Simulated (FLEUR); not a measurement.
# NaF (Villiaumite) (Fm-3m) in FLEUR: notebook

Runs on NaF (Villiaumite). Level: Wu-Cohen GGA. Tasks: band structure, equation of state.

All numbers are computed with FLEUR MaX-R8.1 (later development tree); they aren't measurements. Logs are shortened: lines on timing, memory, paths and dates and some standing lists are left out, and cuts for length are marked.

## 1. The structure

The structure is cubic, space group Fm-3m (No. 225). The conventional cell has a = 4.640 Å, b = 4.640 Å, c = 4.640 Å, α = 90.00°, β = 90.00°, γ = 90.00°. Around Na (site symmetry m-3m) lie 6 F at 2.32 Å. Around F (site symmetry m-3m) lie 6 Na at 2.32 Å.

## 2. Band structure, Wu-Cohen GGA

Contents of inp.xml:

```xml
<?xml version="1.0" encoding="UTF-8" standalone="no"?>
<fleurInput fleurInputVersion="0.39">
   <comment>
      NaF                                                                                                 
   </comment>
   <calculationSetup>
      <cutoffs Kmax="4.5" Gmax="13.9" GmaxXC="13.9" numbands="0"/>
      <scfLoop itmax="60" minDistance="0.00001" maxIterBroyd="15" imix="Anderson" alpha="0.05" precondParam="0.0" spinf="2.0" sdNocoIR="T"/>
      <coreElectrons ctail="T" frcor="F" kcrel="0" coretail_lmax="0"/>
      <xcFunctional name="wc" relativisticCorrections="F"/>
      <magnetism jspins="1"/>
      <soc l_soc="F" theta="0.0" phi="0.0" spav="F"/>
      <expertModes spex="0" secvar="F"/>
      <geometryOptimization l_f="F" forcealpha="1.0" forcemix="BFGS" epsdisp="0.00001" epsforce="0.00001"/>
      <ldaU l_linMix="F" mixParam="0.05" spinf="1.0"/>
   </calculationSetup>
   <cell>
      <bzIntegration valenceElectrons="16.0" mode="hist" fermiSmearingEnergy="0.00183747">
         <kPointListSelection listName="default-1"/>
         <!-- k-points included here -->
         <xi:include xmlns:xi="http://www.w3.org/2001/XInclude" href="kpts.xml"> </xi:include>
      </bzIntegration>
      <!-- symmetry operations included here -->
      <xi:include xmlns:xi="http://www.w3.org/2001/XInclude" href="sym.xml"> </xi:include>
      <bulkLattice scale="1.0">
         <bravaisMatrix>
[... 29 lines left out ...]
            <stateOccupation state="(2p3/2)" spinUp="1.666667" spinDown="1.666667"/>
         </electronConfig>
         <energyParameters s="2" p="2" d="3" f="4"/>
         <lo type="SCLO" l="0" n="2" eDeriv="2"/>
         <lo type="SCLO" l="1" n="2" eDeriv="2"/>
         <lo type="SCLO" l="2" n="3" eDeriv="2"/>
      </species>
   </atomSpecies>
   <atomGroups>
      <atomGroup species="Sodium (Na)">
         <relPos label="                   1">.0000000000 .0000000000 .0000000000</relPos>
         <force calculate="T" relaxXYZ="TTT"/>
      </atomGroup>
      <atomGroup species="Fluorine (F)">
         <relPos label="                   2">1.000/2.000 1.000/2.000 1.000/2.000</relPos>
         <force calculate="T" relaxXYZ="TTT"/>
      </atomGroup>
   </atomGroups>
   <output dos="F" band="F" slice="F">
      <checks vchk="F" cdinf="F"/>
      <bandDOS minEnergy="-.5*Htr" maxEnergy="0.5*Htr" sigma="0.015" storeEVData="T"/>
      <vacuumDOS vacdos="F" integ="F" star="F" nstars="0" locx1="0.0" locy1="0.0" locx2="0.0" locy2="0.0" nstm="0" tworkf="0.0"/>
      <unfoldingBand unfoldBand="F" supercellX="1" supercellY="1" supercellZ="1"/>
      <plotting iplot="0" polar="F">
         <plot TwoD="T" vec1="  1.0  0.0  0.0" vec2="  0.0  1.0  0.0" vec3="  0.0  0.0  1.0" zero="  0.0  0.0  0.0" file="plot"/>
      </plotting>
      <chargeDensitySlicing numkpt="0" minEigenval="0.0" maxEigenval="0.0" nnne="0" pallst="F"/>
      <specialOutput eonly="F"/>
      <moessbauerParams electricFieldGradient="T" isomerShift="T" coreHyperfine="T" valenceHyperfine="T"/>
      <magneticCircularDichroism mcd="F" energyLo="-10.0" energyUp="0.0"/>
   </output>
  <!-- We include the file relax.xml here to enable relaxations (see documentation) -->
  <xi:include xmlns:xi="http://www.w3.org/2001/XInclude" href="relax.xml"> <xi:fallback/> </xi:include>
</fleurInput>
```

Contents of crystal.txt:

```
NaF
&input cartesian=F /
0.0000000000  2.3200000000  2.3200000000
2.3200000000  0.0000000000  2.3200000000
2.3200000000  2.3200000000  0.0000000000
1.8897261246
1.0 1.0 1.0

2
11 0.0000000000  0.0000000000  0.0000000000
9 0.5000000000  0.5000000000  0.5000000000

&kpt div1=10 div2=10 div3=10 gamma=T /
```

Contents of inp.xml (bands):

```
<?xml version="1.0" encoding="UTF-8" standalone="no"?>
<fleurInput fleurInputVersion="0.39">
   <comment>
      NaF                                                                                                 
   </comment>
   <calculationSetup>
      <cutoffs Kmax="4.5" Gmax="13.9" GmaxXC="13.9" numbands="0"/>
      <scfLoop itmax="60" minDistance="0.00001" maxIterBroyd="15" imix="Anderson" alpha="0.05" precondParam="0.0" spinf="2.0" sdNocoIR="T"/>
      <coreElectrons ctail="T" frcor="F" kcrel="0" coretail_lmax="0"/>
      <xcFunctional name="wc" relativisticCorrections="F"/>
      <magnetism jspins="1"/>
      <soc l_soc="F" theta="0.0" phi="0.0" spav="F"/>
      <expertModes spex="0" secvar="F"/>
      <geometryOptimization l_f="F" forcealpha="1.0" forcemix="BFGS" epsdisp="0.00001" epsforce="0.00001"/>
      <ldaU l_linMix="F" mixParam="0.05" spinf="1.0"/>
   </calculationSetup>
   <cell>
      <bzIntegration valenceElectrons="16.0" mode="hist" fermiSmearingEnergy="0.00183747">
         <kPointListSelection listName="path-1"/>
         <!-- k-points included here -->
         <xi:include xmlns:xi="http://www.w3.org/2001/XInclude" href="kpts.xml"> </xi:include>
      </bzIntegration>
      <!-- symmetry operations included here -->
      <xi:include xmlns:xi="http://www.w3.org/2001/XInclude" href="sym.xml"> </xi:include>
      <bulkLattice scale="1.0">
         <bravaisMatrix>
[... 28 lines left out ...]
            <stateOccupation state="(2p1/2)" spinUp="0.833333" spinDown="0.833333"/>
            <stateOccupation state="(2p3/2)" spinUp="1.666667" spinDown="1.666667"/>
         </electronConfig>
         <energyParameters s="2" p="2" d="3" f="4"/>
         <lo type="SCLO" l="0" n="2" eDeriv="2"/>
         <lo type="SCLO" l="1" n="2" eDeriv="2"/>
         <lo type="SCLO" l="2" n="3" eDeriv="2"/>
      </species>
   </atomSpecies>
   <atomGroups>
      <atomGroup species="Sodium (Na)">
         <relPos label="                   1">.0000000000 .0000000000 .0000000000</relPos>
         <force calculate="T" relaxXYZ="TTT"/>
      </atomGroup>
      <atomGroup species="Fluorine (F)">
         <relPos label="                   2">1.000/2.000 1.000/2.000 1.000/2.000</relPos>
         <force calculate="T" relaxXYZ="TTT"/>
      </atomGroup>
   </atomGroups>
   <output dos="F" band="T" slice="F">
      <checks vchk="F" cdinf="F"/>
      <bandDOS minEnergy="-.5*Htr" maxEnergy="0.5*Htr" sigma="0.015" storeEVData="T"/>
      <vacuumDOS vacdos="F" integ="F" star="F" nstars="0" locx1="0.0" locy1="0.0" locx2="0.0" locy2="0.0" nstm="0" tworkf="0.0"/>
      <unfoldingBand unfoldBand="F" supercellX="1" supercellY="1" supercellZ="1"/>
      <plotting iplot="0" polar="F">
         <plot TwoD="T" vec1="  1.0  0.0  0.0" vec2="  0.0  1.0  0.0" vec3="  0.0  0.0  1.0" zero="  0.0  0.0  0.0" file="plot"/>
      </plotting>
      <chargeDensitySlicing numkpt="0" minEigenval="0.0" maxEigenval="0.0" nnne="0" pallst="F"/>
      <specialOutput eonly="F"/>
      <moessbauerParams electricFieldGradient="T" isomerShift="T" coreHyperfine="T" valenceHyperfine="T"/>
      <magneticCircularDichroism mcd="F" energyLo="-10.0" energyUp="0.0"/>
   </output>
  <!-- We include the file relax.xml here to enable relaxations (see documentation) -->
  <xi:include xmlns:xi="http://www.w3.org/2001/XInclude" href="relax.xml"> <xi:fallback/> </xi:include>
</fleurInput>
```

Potentials or basis: all-electron, FLAPW.

Launch:

```sh
$ inpgen -f crystal.txt -profile fastHighL
$ # inp.xml edited to the form shown
$ fleur_MPI
$ fleur_MPI   # second run, on inp.xml (bands)
```

Output:

```text
Welcome to FLEUR        (www.flapw.de)
      MaX-Release 8.1          (www.max-centre.eu)

 ========== k-point set info ==========
 Selected k-point list: default-1
 k-point list type: mesh
 10 x 10 x 10
 Number of k points: 47

 ------------Calculation Setup---------------------------
 Number of MPI-tasks      :            1
 Number of PE/node        :            1
 Number of OMP-threads    :            1
 Most efficient MPI parallelization for:
           1          47
 Additional eigenvalue parallelization possible
 Number of basis functions:          344
 Approximate size of matrices (H+S) per k-point:         0.002 GB
 --------------------------------------------------------
 Iteration:     1   Distance:      15.88940430 me/bohr^3
 Iteration:     2   Distance:      13.49418620 me/bohr^3
 Iteration:     3   Distance:       4.43403335 me/bohr^3
 Iteration:     4   Distance:       5.01257195 me/bohr^3
 Iteration:     5   Distance:       1.14903288 me/bohr^3
 Iteration:     6   Distance:       1.26186464 me/bohr^3
 Iteration:     7   Distance:       0.06107475 me/bohr^3
 Iteration:     8   Distance:       0.05696756 me/bohr^3
 Iteration:     9   Distance:       0.04907166 me/bohr^3
 Iteration:    10   Distance:       0.00445444 me/bohr^3
 Iteration:    11   Distance:       0.00128524 me/bohr^3
 Iteration:    12   Distance:       0.00016971 me/bohr^3
 Iteration:    13   Distance:       0.00010519 me/bohr^3
 Iteration:    14   Distance:       0.00000375 me/bohr^3

 ********************************************************************
 Run finished successfully
 Stop message:
   all done
 ********************************************************************
```

output (bands):

```text
Welcome to FLEUR        (www.flapw.de)
      MaX-Release 8.1          (www.max-centre.eu)

 ========== k-point set info ==========
 Selected k-point list: path-1
 k-point list type: path
 Number of k points: 60

 ------------Calculation Setup---------------------------
 Number of MPI-tasks      :            1
 Number of PE/node        :            1
 Number of OMP-threads    :            1
 Most efficient MPI parallelization for:
           1           2           3           4           5           6          10          12          15          20          30          60
 Additional eigenvalue parallelization possible
 Number of basis functions:          341
 Approximate size of matrices (H+S) per k-point:         0.002 GB
 --------------------------------------------------------
 Fermi energy correction for insulators:
 No automatic correction of the Fermi energy has been performed.

 Note: Band structure data (together with different weights) is also stored in the banddos.hdf file.
       A convenient way of extracting and plotting the data from that file is by making use of the

 ********************************************************************
 Run finished successfully
 Stop message:
   Charge density postprocessing done.
 ********************************************************************
```

out.xml (last iteration):

```text
<iteration numberForCurrentRun="   14" overallNumber="   14">
         <energyParameters units="Htr">
            <atomicEP atomType="1" spin="1" branch="3s" branchLowest="-1.76" branchHighest="2.26" value="0.1922631585"/>
            <atomicEP atomType="1" spin="1" branch="2p" branchLowest="-9.99" branchHighest="-0.72" value="-0.7618777252"/>
            <atomicEP atomType="1" spin="1" branch="3d" branchLowest="-9.99" branchHighest="2.44" value="0.4512461146"/>
            <atomicEP atomType="1" spin="1" branch="4f" branchLowest="-9.99" branchHighest="4.39" value="0.6153034077"/>
            <loAtomicEP atomType="1" spin="1" branch="2s" branchLowest="-37.65" branchHighest="-1.76" value="-1.7891296752"/>
            <heloAtomicEP atomType="1" spin="1" branch="3p" branchLowest="1.60" branchHighest="1.60" value="1.6002905682"/>
            <heloAtomicEP atomType="1" spin="1" branch="3p" branchLowest="1.60" branchHighest="1.60" value="1.6002905682"/>
            <loAtomicEP atomType="1" spin="1" branch="3d" branchLowest="-9.99" branchHighest="2.44" value="0.4512461495"/>
            <loAtomicEP atomType="1" spin="1" branch="4f" branchLowest="-9.99" branchHighest="4.39" value="0.6153054389"/>
            <atomicEP atomType="2" spin="1" branch="2s" branchLowest="-23.94" branchHighest="-0.53" value="-0.7625768962"/>
            <atomicEP atomType="2" spin="1" branch="2p" branchLowest="-9.99" branchHighest="0.21" value="-0.0994713920"/>
            <atomicEP atomType="2" spin="1" branch="3d" branchLowest="-9.99" branchHighest="3.41" value="0.4030404238"/>
            <atomicEP atomType="2" spin="1" branch="4f" branchLowest="-9.99" branchHighest="5.94" value="0.5644179818"/>
            <loAtomicEP atomType="2" spin="1" branch="2s" branchLowest="-23.94" branchHighest="-0.53" value="-0.7625768962"/>
            <loAtomicEP atomType="2" spin="1" branch="2p" branchLowest="-9.99" branchHighest="0.21" value="-0.1001164232"/>
            <loAtomicEP atomType="2" spin="1" branch="3d" branchLowest="-9.99" branchHighest="3.41" value="0.4030411370"/>
         </energyParameters>
         <eigenvalues>
            <eigenvaluesAt spin="1" ikpt="1" k_x="0.00000000" k_y="0.00000000" k_z="0.00000000">
                      -1.7897051167       -0.7675058107       -0.7626353462       -0.7626353462       -0.7626353462
                      -0.0684501026       -0.0684501026       -0.0684501026        0.1608986001        0.6258487450
                       0.6258487450        0.6258487450        0.7254493900
            </eigenvaluesAt>
            <eigenvaluesAt spin="1" ikpt="2" k_x="0.00000000" k_y="0.00000000" k_z="0.10000000">
                      -1.7896587227       -0.7743117737       -0.7626783260       -0.7626783260       -0.7553752700
                      -0.0756746280       -0.0693636911       -0.0693636911        0.1739847975        0.5777336742
                       0.6315502145        0.6315502145        0.7792470356
            </eigenvaluesAt>
            <eigenvaluesAt spin="1" ikpt="3" k_x="0.00000000" k_y="0.00000000" k_z="0.20000000">
                      -1.7895370480       -0.7818536370       -0.7627893645       -0.7627893645       -0.7466310572
                      -0.0922867859       -0.0717242528       -0.0717242528        0.2076681649        0.5128766232
                       0.6458813168        0.6458813168        0.7723645166
            </eigenvaluesAt>
[... 15 lines left out ...]
            <totalCharge value="16.0000000000"/>
         </valenceDensity>
         <coreStates atomType="     1" atomicNumber=" 11" spin="1" kinEnergy="    112.5916319652" eigValSum="    -75.3035896833" lostElectrons=" 0.000000">
            <state n="1" l="0" j="0.5" energy="-37.6517948417" weight="1.0000000000"/>
         </coreStates>
         <coreStates atomType="     2" atomicNumber="  9" spin="1" kinEnergy="     74.2875593646" eigValSum="    -47.8875092047" lostElectrons=" 0.000000">
            <state n="1" l="0" j="0.5" energy="-23.9437546023" weight="1.0000000000"/>
         </coreStates>
         <allElectronCharges>
            <spinDependentCharge spin="1" total="20.0000000" interstitial="1.0649580" mtSpheres="18.9350420"/>
            <totalCharge value="20.0000000001"/>
         </allElectronCharges>
         <moessbauerParams unitsHFF="kG" unitsIS="e/bohr^3" unitsEFG="Htr/bohr^2">
            <coreIsomerShift atomType="1" isTotal="825.76549">
               <shell n="1" l="0" isomerShift="825.76549"/>
            </coreIsomerShift>
            <coreIsomerShift atomType="2" isTotal="439.81987">
               <shell n="1" l="0" isomerShift="439.81987"/>
            </coreIsomerShift>
            <isomerShift atomType="1" nucleusRadius="0.0000672" averageDensity="876.10777"/>
            <isomerShift atomType="2" nucleusRadius="0.0000630" averageDensity="463.12170"/>
            <electricFieldGradient atomType="1" VXX="0.00000" VYY="0.00000" VZZ="0.00000" asymParam="0.00000">
            </electricFieldGradient>
            <electricFieldGradient atomType="2" VXX="0.00000" VYY="0.00000" VZZ="0.00000" asymParam="0.00000">
            </electricFieldGradient>
         </moessbauerParams>
         <totalEnergy                                    value="     -262.1311895389" units="Htr">
            <sumOfEigenvalues                            value="     -133.4262666653">
               <coreElectrons value="-123.1910988880"/>
               <valenceElectrons value="-10.2351677773"/>
            </sumOfEigenvalues>
            <densityCoulombPotentialIntegral value="-363.7112546340"/>
            <densityEffectivePotentialIntegral value="-395.5649499074"/>
            <chargeDenXCDenIntegral value="-24.5292560434"/>
            <FockExchangeEnergyValence value="0.0000000000"/>
            <FockExchangeEnergyCore value="0.0000000000"/>
            <atomTypeDependentContributions atomType="1">
               <electronNucleiInteractionDifferentMTs value="193.9377419941"/>
               <MadelungTerm value="-2.8456151692"/>
            </atomTypeDependentContributions>
            <atomTypeDependentContributions atomType="2">
               <electronNucleiInteractionDifferentMTs value="119.9703395237"/>
               <MadelungTerm value="-1.1312927335"/>
            </atomTypeDependentContributions>
            <tkbTimesEntropy value="0.0000000000"/>
            <freeEnergy value="-262.1311895389"/>
            <extrapolationTo0K value="-262.1311895389"/>
         </totalEnergy>
         <densityConvergence units="me/bohr^3">
            <chargeDensity spin="1" distance="0.0000037476"/>
         </densityConvergence>
      </iteration>
```

Run time: 22 s. Hardware: 1 thread of Arm Neoverse V2, shared host; peak memory 0.06 GiB.

Results:

| Property | Result |
| --- | --- |
| Free energy | -7132.9530 eV |
| Band gap on the k mesh | 6.24 eV, direct |
| Band gap along the path | 6.24 eV, direct |
| Valence electrons inside the program's atomic spheres | Na 8.08; F 6.86 (radii Na 2.18, F 1.89 bohr) |

Levels at the corners of the path, in eV from the valence-band top:
```
point  band 6  band 7  band 8  band 9  band 10  band 11
    Γ    0.00    0.00    0.00    6.24    18.89    18.89
    X   -1.28   -0.41   -0.41   13.02    13.18    13.60
    W   -0.88   -0.88   -0.57   13.09    13.09    15.20
    K   -1.06   -0.83   -0.37   12.71    13.10    14.70
    Γ    0.00    0.00    0.00    6.24    18.89    18.89
    L   -1.59   -0.25   -0.25   10.67    12.38    20.03
    U   -1.06   -0.83   -0.37   12.71    13.10    14.70
    W   -0.88   -0.88   -0.57   13.09    13.09    15.20
    L   -1.59   -0.25   -0.25   10.67    12.38    20.03
    K   -1.06   -0.83   -0.37   12.71    13.10    14.70
    U   -1.06   -0.83   -0.37   12.71    13.10    14.70
    X   -1.28   -0.41   -0.41   13.02    13.18    13.60
```

Core levels (eV from the Fermi level):
```csv
atom,levels
1 Na,1s1/2 -1022.7
2 F,1s1/2 -649.7
```

## 3. Equation of state, Wu-Cohen GGA, 11.74 Å³/atom (volume scaled by 0.94)

Changes to inp.xml since step 2:

```diff
@@ -6,3 +6,3 @@
    <calculationSetup>
-      <cutoffs Kmax="4.5" Gmax="13.9" GmaxXC="13.9" numbands="0"/>
+      <cutoffs Kmax="4.64" Gmax="14.4" GmaxXC="14.4" numbands="0"/>
       <scfLoop itmax="60" minDistance="0.00001" maxIterBroyd="15" imix="Anderson" alpha="0.05" precondParam="0.0" spinf="2.0" sdNocoIR="T"/>
@@ -24,3 +24,3 @@
       <xi:include xmlns:xi="http://www.w3.org/2001/XInclude" href="sym.xml"> </xi:include>
-      <bulkLattice scale="1.0">
+      <bulkLattice scale="0.9795861087">
          <bravaisMatrix>
@@ -34,3 +34,3 @@
       <species name="Sodium (Na)" element="Na" atomicNumber="11">
-         <mtSphere radius="2.18" gridPoints="721" logIncrement="0.016"/>
+         <mtSphere radius="2.11" gridPoints="721" logIncrement="0.016"/>
          <atomicCutoffs lmax="9" lnonsphr="7"/>
@@ -49,3 +49,3 @@
       <species name="Fluorine (F)" element="F" atomicNumber="9">
-         <mtSphere radius="1.89" gridPoints="625" logIncrement="0.017"/>
+         <mtSphere radius="1.83" gridPoints="625" logIncrement="0.017"/>
          <atomicCutoffs lmax="8" lnonsphr="6"/>
```

Potentials or basis: all-electron, FLAPW.

Launch:

```sh
$ inpgen -f crystal.txt -profile fastHighL
$ # inp.xml edited to the form shown
$ fleur_MPI
```

It took 20 s on 1 thread of Arm Neoverse V2, shared host; peak memory 0.08 GiB.

The run converged. Its results:

```yaml
Free_energy: -7132.9373 eV
Band_gap_on_the_k_mesh: 6.56 eV, direct
Valence_electrons_inside_the_program's_atomic_spheres: Na 8.05; F 6.77 (radii Na 2.11, F 1.83 bohr)
```

## 4. Equation of state, Wu-Cohen GGA, 11.99 Å³/atom (volume scaled by 0.96)

Changes to inp.xml since step 3:

```diff
@@ -24,3 +24,3 @@
       <xi:include xmlns:xi="http://www.w3.org/2001/XInclude" href="sym.xml"> </xi:include>
-      <bulkLattice scale="0.9795861087">
+      <bulkLattice scale="0.9864848297">
          <bravaisMatrix>
```

Launch:

```sh
$ inpgen -f crystal.txt -profile fastHighL
$ # inp.xml edited to the form shown
$ fleur_MPI
```

Wall time 21 s (1 thread of Arm Neoverse V2, shared host); peak memory 0.08 GiB.

Results (log left out):

| Item | Value |
| --- | --- |
| Free energy | -7132.9459 eV |
| Band gap on the k mesh | 6.45 eV, direct |
| Valence electrons inside the program's atomic spheres | Na 8.05; F 6.76 (radii Na 2.11, F 1.83 bohr) |

## 5. Equation of state, Wu-Cohen GGA, 12.49 Å³/atom

Changes to inp.xml since step 4:

```diff
@@ -24,3 +24,3 @@
       <xi:include xmlns:xi="http://www.w3.org/2001/XInclude" href="sym.xml"> </xi:include>
-      <bulkLattice scale="0.9864848297">
+      <bulkLattice scale="1.0000000000">
          <bravaisMatrix>
```

Launch:

```sh
$ inpgen -f crystal.txt -profile fastHighL
$ # inp.xml edited to the form shown
$ fleur_MPI
```

It took 21 s on 1 thread of Arm Neoverse V2, shared host; peak memory 0.08 GiB.

The run converged. Its results:

```
Free energy                                           : -7132.9526 eV
Band gap on the k mesh                                : 6.24 eV, direct
Valence electrons inside the program's atomic spheres : Na 8.03; F 6.75 (radii Na 2.11, F 1.83 bohr)
```

(Continued in part 2 of 2.)
